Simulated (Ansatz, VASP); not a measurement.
**Two plane-wave programs on TePb**

```
Te Pb
1.0
     0.00000    3.27090    3.27090
     3.27090    0.00000    3.27090
     3.27090    3.27090    0.00000
Te Pb
1 1
Direct
  0.00000 0.00000 0.00000
  0.50000 0.50000 0.50000
```

The cell is a database's computed one.

Alike in both runs: task relaxation of cell and atoms; functional PBE; dispersion D3(BJ); k mesh 8 × 8 × 8; occupations gaussian, width 0.02 eV; no spin polarisation.

|  | VASP | Ansatz |
| --- | --- | --- |
| version | VASP 6.6.1 | Ansatz 0.2.0 |
| potentials or method | VASP PAW PBE potentials, release 64 (Te, Pb_d) | scalar-relativistic, plane waves, PAW |
| plane-wave cutoff (eV) | 600 | 420 |
| valence electrons in the cell | 20 | 30 |

```csv
,VASP,Ansatz,Ansatz less VASP
"gap on the k mesh at the Fermi level, each at its own relaxed structure (eV)",0.74,0.74,-0.003
relaxed volume (Å³/atom),33.84,33.87,+0.026
relaxed cell length with the largest relative difference (Å),4.574,4.576,+0.0012
energy change over the relaxation (meV/atom),-5,-5,+0.1
```

The two sets of potentials don't hold the same shells in valence.

Caveats: spin-orbit coupling is left out, which as a rule narrows the gap of such compounds by several tenths of an eV. A k mesh can miss the band edges.
